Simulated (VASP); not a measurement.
# LiCl (I4/mmm) in VASP: single point with PBEsol

Aim: the single point of LiCl with PBEsol.

Everything below comes from runs of VASP 6.6.1. Logs are shortened: lines on timing, memory, paths and dates and some standing lists are left out, and cuts for length are marked.

## (1) The cell of the first run

The structure is tetragonal, space group I4/mmm (No. 139). The conventional cell has a = 3.446 Å, b = 3.446 Å, c = 5.386 Å, α = 90.00°, β = 90.00°, γ = 90.00°. Li (site symmetry 4/mmm) is surrounded by 6 Cl at 2.44 to 2.69 Å. Around Cl (site symmetry 4/mmm) lie 6 Li at 2.44 to 2.69 Å.

Measurements of this composition are mostly on another form, of space group No. 225.

## (2) Single point, PBEsol (strain -0.050 along x and y, +0.050 along z, atoms carried along)

Input file INCAR:

```
SYSTEM = LiCl
PREC = Accurate
ENCUT = 520
EDIFF = 1E-6
ISMEAR = 0
SIGMA = 0.05
LREAL = .False.
LASPH = .True.
NELM = 100
ALGO = Fast
ISIF = 2
LWAVE = .False.
LCHARG = .False.
GGA = PS
NBANDS = 12
```

Input file KPOINTS:

```
regular mesh
0
Gamma
  8 8 8
  0 0 0
```

Input file POSCAR:

```
LiCl
1.0
    0.0000000000      2.4365220000      2.6929980000
    2.4365220000      0.0000000000      2.6929980000
    2.4365220000      2.4365220000      0.0000000000
Li Cl
1 1
Direct
    0.0000000000      0.0000000000      0.0000000000
    0.5000000000      0.5000000000      0.5000000000
```

Potentials or basis: VASP PAW PBE potentials, release 64 (Li_sv, Cl).

Launch:

```console
> cat potpaw_PBE.64/Li_sv/POTCAR potpaw_PBE.64/Cl/POTCAR > POTCAR
> mpirun -np 1 vasp_std > vasp.out
```

OUTCAR:

```text
SYSTEM = LiCl
   PREC = Accurate
   ENCUT = 520
   EDIFF = 1E-6
   ISMEAR = 0
   LREAL = .False.
   LASPH = .True.
   NELM = 100
   ISIF = 2
   GGA = PS

 ion  position               nearest neighbor table
   1  0.000  0.000  0.000-   2 2.44   2 2.44   2 2.44   2 2.44
   2  0.500  0.500  0.500-   1 2.44   1 2.44   1 2.44   1 2.44

  LATTYP: Found a body centered tetragonal cell.
 ALAT       =     3.4457624574
 C/A-ratio  =     1.5630781479

  Lattice vectors:

 A1 = (  -2.4365220000,   0.0000000000,   2.6929980000)
 A2 = (   2.4365220000,   0.0000000000,   2.6929980000)
 A3 = (   0.0000000000,   2.4365220000,  -2.6929980000)

Analysis of symmetry for initial positions (statically):
=====================================================================
 Subroutine PRICEL returns:
 Original cell was already a primitive cell.

 Routine SETGRP: Setting up the symmetry group for a
 body centered tetragonal supercell.

 Subroutine GETGRP returns: Found 16 space group operations
 (whereof 16 operations were pure point group operations)
 out of a pool of 16 trial point group operations.

The static configuration has the point symmetry D_4h.

Analysis of symmetry for dynamics (positions and initial velocities):
=====================================================================
 Subroutine PRICEL returns:
 Original cell was already a primitive cell.

 Routine SETGRP: Setting up the symmetry group for a
 body centered tetragonal supercell.

 Subroutine GETGRP returns: Found 16 space group operations
 (whereof 16 operations were pure point group operations)
 out of a pool of 16 trial point group operations.

The dynamic configuration has the point symmetry D_4h.

 Subroutine INISYM returns: Found 16 space group operations
 (whereof 16 operations are pure point group operations),
 and found     1 'primitive' translations

----------------------------------------------------------------------------------------

                                     Primitive cell

  volume of cell :      31.9747

  direct lattice vectors                    reciprocal lattice vectors
     0.000000000  2.436522000  2.692998000    -0.205210542  0.205210542  0.185666681
     2.436522000  0.000000000  2.692998000     0.205210542 -0.205210542  0.185666681
     2.436522000  2.436522000  0.000000000     0.205210542  0.205210542 -0.185666681

  length of vectors
     3.631649444  3.631649444  3.445762457     0.344521189  0.344521189  0.344521189

  position of ions in fractional coordinates (direct lattice)
     0.000000000  0.000000000  0.000000000
     0.500000000  0.500000000  0.500000000

  ion indices of the primitive-cell ions
   primitive index   ion index
                 1           1
                 2           2

----------------------------------------------------------------------------------------

 KPOINTS: regular mesh

Automatic generation of k-mesh.
 Grid dimensions read from file:
 generate k-points for:    8    8    8

 Generating k-lattice:

  Cartesian coordinates                     Fractional coordinates (reciprocal lattice)
    -0.025651318  0.025651318  0.023208335     0.125000000  0.000000000  0.000000000
     0.025651318 -0.025651318  0.023208335     0.000000000  0.125000000  0.000000000
     0.025651318  0.025651318 -0.023208335     0.000000000  0.000000000  0.125000000

  Length of vectors
     0.043065149  0.043065149  0.043065149

  Shift w.r.t. Gamma in fractional coordinates (k-lattice)
     0.000000000  0.000000000  0.000000000

 Subroutine IBZKPT returns following result:
 ===========================================

 Found     59 irreducible k-points:

 Following reciprocal coordinates:
            Coordinates               Weight
  0.000000  0.000000  0.000000      1.000000
  0.125000 -0.000000  0.000000      8.000000
  0.250000 -0.000000  0.000000      8.000000
  0.375000  0.000000  0.000000      8.000000
  0.500000 -0.000000  0.000000      4.000000
  0.125000  0.125000  0.000000      2.000000
[... 16 lines left out ...]
  0.250000 -0.000000  0.125000     16.000000
  0.375000  0.000000  0.125000     16.000000
 [... further k-points ...]
   k-points           NKPTS =     59   k-points in BZ     NKDIM =     59   number of bands    NBANDS=     12
   number of dos      NEDOS =    301   number of ions     NIONS =      2
   total plane-waves  NPLWV =  21952
   dimension x,y,z NGX =    28 NGY =   28 NGZ =   28
   dimension x,y,z NGXF=    56 NGYF=   56 NGZF=   56
   ions per type =               1   1
   NGX,Y,Z   is equivalent  to a cutoff of  12.82, 12.82, 13.51 a.u.
   NGXF,Y,Z  is equivalent  to a cutoff of  25.64, 25.64, 27.02 a.u.
 SYSTEM =  LiCl
   PREC   = accura    normal or accurate (medium, high low for compatibility)
   ISTART =      0    job   : 0-new  1-cont  2-samecut
   ICHARG =      2    charge: 1-file 2-atom 10-const
   ISPIN  =      1    spin polarized calculation?
   LNONCOLLINEAR =      F non collinear calculations
   LSORBIT =      F    spin-orbit coupling
   LASPH  =      T    aspherical Exc in radial PAW
   ENCUT  =  520.0 eV  38.22 Ry    6.18 a.u.   6.75  6.75  6.41*2*pi/ulx,y,z
   NELM   =    100;   NELMIN=  2; NELMDL= -5     # of ELM steps
   EDIFF  = 0.1E-05   stopping-criterion for ELM
   LREAL  =      F    real-space projection
   EDIFFG = 0.1E-04   stopping-criterion for IOM
   NSW    =      0    number of steps for IOM
   IBRION =     -1    ionic relax: 0-MD 1-quasi-New 2-CG
   NFREE  =      0    steps in history (QN), initial steepest desc. (CG)
   ISIF   =      2    stress and relaxation
   ISYM   =      2    0-nonsym 1-usesym 2-fastsym
   POTIM  = 0.5000    time-step for ionic-motion
   TEBEG  =    0.0;   TEEND  =   0.0 temperature during run
   PSTRESS=    0.0 pullay stress
   NELECT =      10.0000    total number of electrons
   NUPDOWN=      -1.0000    fix difference up-down
   EMIN   =  10.00;   EMAX   =-10.00  energy-range for DOS
   EFERMI =   0.00;   METHOD = LEGACY
   ISMEAR =     0;   SIGMA  =   0.05  broadening in eV -4-tet -1-fermi 0-gaus
   EFERMI_NEDOS =   21; number of points for ismear=-14 and -15
   IALGO  =     68    algorithm
   IMIX   =      4    mixing-type and parameters
     AMIX     =   0.40;   BMIX     =  1.00
     AMIX_MAG =   1.60;   BMIX_MAG =  1.00
  volume/ion in A,a.u.               =      15.99       107.89
  Fermi-wavevector in a.u.,A,eV,Ry     =   1.111235  2.099930 16.801064  1.234843
  Thomas-Fermi vector in A             =   2.247796
   LORBIT       =      0    0 simple, 1 ext, 2 COOP (PROOUT), +10 PAW based schemes
   GGA     = PS    functional components
   LHFCALC =     F    Hartree Fock is set to
   AEXX    =    0.0000 exact exchange contribution
   IVDW    =     0    specifies the selected vdW correction
   LEPSILON=     F    determine dielectric tensor
   LRPA    =     F    only Hartree local field effects (RPA)
 non-spin polarized calculation
 RMM-DIIS sequential band-by-band and
 Gauss-broadening in eV      SIGMA  =   0.05
  energy-cutoff  :      520.00
  volume of cell :       31.97
 maximum number of plane-waves:       871
   NGX = 13   NGY = 13   NGZ = 13

 number of electron      10.0000000 magnetization

 number of electron       9.9999993 magnetization

 Free energy of the ion-electron system (eV)
  ---------------------------------------------------
  ext. energy  EPLUGINS =         0.00000000
  ---------------------------------------------------
  free energy    TOTEN  =        -7.60893206 eV

  energy without entropy =       -7.60893206  energy(sigma->0) =       -7.60893206

 E-fermi :   1.3742     XC(G=0):  -9.1326

 val. band max:        1.0486338430   @ k =   0.0000   0.0000   0.0000
 cond. band min:       7.3776589558   @ k =   0.0000   0.0000   0.0000
 fundamental gap:      6.3290251128
 Fermi energy:         1.3741712907

 k-point     1 :       0.0000    0.0000    0.0000
  band No.  band energies     occupation
      1     -41.7587      2.00000
      2     -12.6573      2.00000
      3       0.8562      2.00000
      4       0.8562      2.00000
      5       1.0486      2.00000
      6       7.3777      0.00000
      7      12.2527      0.00000
      8      13.1745      0.00000
      9      13.1745      0.00000
     10      14.4790      0.00000
     11      14.8461      0.00000
     12      16.4967      0.00000

 k-point     2 :       0.1250   -0.0000    0.0000
  band No.  band energies     occupation
      1     -41.7580      2.00000
      2     -12.5720      2.00000
      3       0.3242      2.00000
      4       0.8464      2.00000
      5       0.9235      2.00000
      6       7.8489      0.00000
      7      11.9735      0.00000
      8      12.2657      0.00000
      9      13.2705      0.00000
     10      13.8586      0.00000
     11      14.4928      0.00000
     12      16.0134      0.00000

 k-point     3 :       0.2500   -0.0000    0.0000
  band No.  band energies     occupation
      1     -41.7565      2.00000
      2     -12.3530      2.00000
      3      -0.8152      2.00000
      4       0.7315      2.00000
      5       0.8268      2.00000
      6       8.1581      0.00000
      7      11.1027      0.00000
      8      12.0411      0.00000
      9      12.1615      0.00000
     10      14.9574      0.00000
     11      15.0193      0.00000
     12      16.7668      0.00000
[... 286 lines left out ...]
 k-point    23 :       0.2500   -0.0000    0.1250
  band No.  band energies     occupation
      1     -41.7564      2.00000
      2     -12.3510      2.00000
      3      -0.5396      2.00000
      4       0.4773      2.00000
      5       0.6998      2.00000
      6       8.7864      0.00000
      7      11.0480      0.00000
      8      11.4643      0.00000
      9      12.3426      0.00000
     10      13.6086      0.00000
     11      15.8989      0.00000
     12      17.5451      0.00000

 k-point    24 :       0.3750    0.0000    0.1250
  band No.  band energies     occupation
      1     -41.7549      2.00000
      2     -12.1090      2.00000
      3      -1.5250      2.00000
      4       0.4019      2.00000
      5       0.4805      2.00000
      6       8.4925      0.00000
      7      10.6245      0.00000
      8      11.3782      0.00000
      9      12.1235      0.00000
     10      15.1912      0.00000
     11      17.6108      0.00000
     12      18.5430      0.00000

 [... further k-points ...]

------------------------ aborting loop because EDIFF is reached ----------------------------------------

  FORCE on cell =-STRESS in cart. coord.  units (eV):
  Direction    XX          YY          ZZ          XY          YZ          ZX
  --------------------------------------------------------------------------------------
  -------------------------------------------------------------------------------------
  Total        0.5223080      0.5223080     -0.3290107      0.0000000     -0.0000000     -0.0000000
  in kB       26.1716155     26.1716155    -16.4859456      0.0000000     -0.0000000     -0.0000000
  external PRESSURE =      11.9524284 kB  Pullay stress =       0.0000000 kB

 VOLUME and BASIS-vectors are now :
 -----------------------------------------------------------------------------
  energy-cutoff  :      520.00
  volume of cell :       31.97
      direct lattice vectors                 reciprocal lattice vectors
     0.000000000  2.436522000  2.692998000    -0.205210542  0.205210542  0.185666681
     2.436522000  0.000000000  2.692998000     0.205210542 -0.205210542  0.185666681
     2.436522000  2.436522000  0.000000000     0.205210542  0.205210542 -0.185666681

 POSITION                                       TOTAL-FORCE (eV/Angst)
 -----------------------------------------------------------------------------------
      0.00000      0.00000      0.00000        -0.000000      0.000000      0.000000
      2.43652      2.43652      2.69300         0.000000     -0.000000     -0.000000
 -----------------------------------------------------------------------------------
    total drift:                                0.000000      0.000000      0.000000

  FREE ENERGIE OF THE ION-ELECTRON SYSTEM (eV)
  ---------------------------------------------------
  free  energy   TOTEN  =        -7.6089320609 eV

  energy  without entropy=       -7.6089320609  energy(sigma->0) =       -7.60893206
```

Run time: 29 s. Hardware: 1 thread of Intel Xeon Platinum 8375C at 2.90GHz (Ice Lake), shared host; peak memory 0.15 GiB.

What came out:

```yaml
Free_energy: -7.6089 eV
Band_gap_on_the_k_mesh: 6.33 eV, direct
```

Caveat: the cutoff is under 1.25 times the usual one of these potentials, so pressure, stress and relaxed cells hold a basis-set (Pulay) error; the PAW data sets were made with another functional, which shifts forces and pressure a little.
